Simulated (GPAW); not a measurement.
Crystal: TiTe.

```
Ti Te
1.0
     0.00000    3.05007    3.05007
     3.05007    0.00000    3.05007
     3.05007    3.05007    0.00000
Ti Te
1 1
Direct
  0.50000 0.50000 0.50000
  0.00000 0.00000 0.00000
```

The cell comes from a database or a generator and needn't be the stable form of this composition.

Base run:

* Program: GPAW 26.7.0
* Functional: r2SCAN
* Potentials or basis: GPAW PAW data sets (gpaw-data 1.2.1)
* Cutoff: 600 eV
* Basis: pw
* k mesh: 8 × 8 × 8
* Occupations: fermi-dirac, width 0.05 eV
* Spin: no spin polarisation
* Hubbard terms: Ti d U = 2 eV

Its results: band gap on the k mesh none (metal or under the smearing width); pressure -10.9 GPa.

After a change of settings the same cell gave: band gap on the k mesh none (metal or under the smearing width); pressure -10.2 GPa. Which change was it?
A. hubbard terms from Ti d U = 2 eV to Ti d U = 8 eV
B. hubbard terms from Ti d U = 2 eV to Ti d U = 4 eV
C. hubbard terms from Ti d U = 2 eV to none

B.

Caveats: the PAW data sets were made with another functional, which shifts forces and pressure a little; U without spin polarisation on a metal has little footing; the U is typed as a test and isn't derived for this compound.

Not every run made on this cell is shown here.
